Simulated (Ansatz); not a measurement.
ScAl3:

```
Sc Al
1.0
     4.08781    0.00000    0.00000
     0.00000    4.08781    0.00000
     0.00000    0.00000    4.08781
Sc Al
1 3
Direct
  0.00000 0.00000 0.00000
  0.50000 0.50000 0.00000
  0.00000 0.50000 0.50000
  0.50000 0.00000 0.50000
```

The cell is a database's computed one.

Base run:

```yaml
Program: Ansatz 0.2.0
Functional: BLYP
Potentials_or_basis: Ansatz PAW
Cutoff: "420 eV (not typed: the program's choice for these potentials)"
k_mesh: 7 × 7 × 7
Occupations: fermi-dirac, width 0.05 eV
Spin: no spin polarisation
```

Its results: band gap on the k mesh none (metal or under the smearing width); pressure 3.8 GPa.

The run is repeated on the same cell with these changes: functional from BLYP to RPBE. What comes out?

Band gap on the k mesh none (metal or under the smearing width); pressure 3.2 GPa.

Caveats: the PAW data sets come from PBE, with cores solved anew for the run's functional, which leaves a small shift of forces and pressure.
